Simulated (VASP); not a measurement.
Here is a VASP 6.6.1 calculation.

INCAR

```
PREC = Accurate
ENCUT = 520
EDIFF = 1E-6
ISMEAR = 0
SIGMA = 0.02
LREAL = F
LASPH = T
NELM = 100
ALGO = Fast
ISIF = 2
LWAVE = F
LCHARG = F
GGA = PE
NBANDS = 13
```

KPOINTS

```
regular mesh
0
Gamma
  8 8 8
```

Contents of POSCAR:

```
Li2S
1.0
    0.0000000000      2.7716050200      2.7716050200
    2.7716050200      0.0000000000      2.7716050200
    2.7716050200      2.7716050200      0.0000000000
Li S
2 1
Direct
    0.2500000000      0.2500000000      0.2500000000
    0.7500000000      0.7500000000      0.7500000000
    0.0000000000      0.0000000000      0.0000000000
```

Potentials or basis: VASP PAW PBE potentials, release 64 (Li_sv, S).

Command:

```console
$ cat potpaw_PBE.64/Li_sv/POTCAR potpaw_PBE.64/S/POTCAR > POTCAR
$ mpirun -np 1 vasp_std > vasp.out
```

Task: Predict the band gap on the k mesh.

Result: 3.32 eV, indirect (least direct gap 4.71 eV).

 A k mesh can miss the band edges.
